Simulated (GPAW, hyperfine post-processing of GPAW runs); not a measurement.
# Reading the 17O spectrum of K2NiO2

Calculated values: DFT, revPBE+U, plane-wave PAW, GPAW setups, collinear spin, scalar-relativistic (GPAW), contact and point-dipole shifts scaled to 298 K with Θ = 0 K (a pure Curie law); spin-only moments, above the ordering temperature.

```xyz
10
Lattice="0.0000 -7.9056 0.0000 3.9528 0.0000 0.0000 -1.9764 1.9764 6.4192" Properties=species:S:1:pos:R:3 pbc="T T T"
Ni    0.0000    0.0000    0.0000
Ni    0.0000   -3.9528    0.0000
K     0.0000    0.0000    4.3991
K     0.0000   -3.9528    4.3991
K     1.9764   -1.9764    2.0201
K     1.9764   -5.9292    2.0201
O     0.0000   -0.0010    1.7301
O     0.0000   -3.9538    1.7301
O     1.9764   -1.9754    4.6891
O     1.9764   -5.9282    4.6891
```

17O MAS at 4.7 T (27.1 MHz), 40 kHz, 298 K; contact and dipolar shift alone, no orbital or quadrupolar part; lines under 1.5 % of the strongest are left out. Lines of the NMR spectrum (strongest = 100):

```csv
position (ppm),intensity
-328.6,18
1145.3,100
2619.2,12
4093.1,4.0
```

**Question.** Which lines are isotropic ones rather than spinning sidebands, and which O atoms give them?

Sidebands are spaced by 1474 ppm (the spinning rate over the resonance of 27.1 MHz). An isotropic line need not be the tallest: it is the area-weighted centre of its own family of sidebands, and the one that stays put when the rate is changed. Isotropic shifts: 1145 ppm for atom 7 and the 3 atoms equivalent to it (bonded to 1 Ni at 1.73 Å), reduced anisotropy 2086 ppm.

[Logs are printed without paths, hosts, clocks, repeated set-up lines and the standing remarks that a program may print on its own settings, such as how far it seeks lower states.]

[Hosts, paths, dates, database ids (printed as entryN), source tags and the programs' standing remarks are cut or masked in the printed files.]
